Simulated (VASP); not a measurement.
The system is BeTe.

```
CELL_PARAMETERS angstrom
0.00000 2.77000 2.77000
2.77000 0.00000 2.77000
2.77000 2.77000 0.00000
ATOMIC_POSITIONS crystal
Te 0.75000 0.75000 0.75000
Be 0.00000 0.00000 0.00000
```

| Quantity | Value |
| --- | --- |
| Program | VASP 6.6.1 |
| Task | relaxation of cell and atoms |
| Functional | PBE0 |
| Potentials or basis | VASP PAW PBE potentials, release 64 (Te, Be) |
| Cutoff | 600 eV |
| k mesh | 4 × 4 × 4 |
| Occupations | fermi-dirac, width 0.05 eV |
| Spin | no spin polarisation |

At the start: pressure 3.5 GPa; volume 21.25 Å³/atom.

Question: Where does the relaxation end?

Answer: Over 3 steps the energy falls by 12.0 meV/atom and the volume is 22.39 Å³/atom (+5.3 %); space group F-43m (No. 216, to 0.05 Å).

The path:
```tsv
step	energy change (eV)	largest force (eV/Å)	pressure (GPa)	volume (Å³)
1	0.0000	0.0000	3.53	42.51
2	-0.0221	0.0000	-0.88	45.46
3	-0.0240	0.0000	0.00	44.78
```

Final structure:
```
CELL_PARAMETERS angstrom
0.00000 2.81843 2.81843
2.81843 0.00000 2.81843
2.81843 2.81843 0.00000
ATOMIC_POSITIONS crystal
Te 0.75000 0.75000 0.75000
Be 0.00000 0.00000 0.00000
```

Caveat: the k mesh is coarse (spacing up to 0.49 Å⁻¹), so the values aren't converged, least of all with exact exchange; the PAW data sets were made with another functional, which shifts forces and pressure a little.
